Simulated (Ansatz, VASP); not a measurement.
## TiB2 in VASP and in Ansatz

```xyz
3
Lattice="3.0015 0.0000 0.0000 -1.5007 2.5994 0.0000 0.0000 0.0000 3.2242" Properties=species:S:1:pos:R:3 pbc="T T T"
Ti    0.0000    0.0000    0.0000
B     0.0000    1.7329    1.6121
B     1.5007    0.8665    1.6121
```

Change from the starting cell: strain -0.0100 x Voigt [1, 1, 0, 0, 0, 0], atoms carried along.

Alike in both runs: task single point; functional PBE; k mesh 18 × 18 × 14; occupations gaussian, width 0.15 eV; no spin polarisation.

|  | VASP | Ansatz |
| --- | --- | --- |
| version | VASP 6.6.1 | Ansatz 0.2.0 |
| potentials or method | VASP PAW PBE potentials, release 64 (Ti_sv, B) | scalar-relativistic, plane waves, PAW |
| plane-wave cutoff (eV) | 520 | 420 |
| valence electrons in the cell | 18 | 18 |

|  | VASP | Ansatz | Ansatz less VASP |
| --- | --- | --- | --- |
| gap on the k mesh at the Fermi level (eV) | none | none | - |
| pressure (GPa) | 6.0 | 5.8 | -0.22 |
| largest component of the traceless stress (GPa) | 3.59 | 3.61 | +0.020 |

A gap of «none» marks a metal or a gap that the smearing closes.
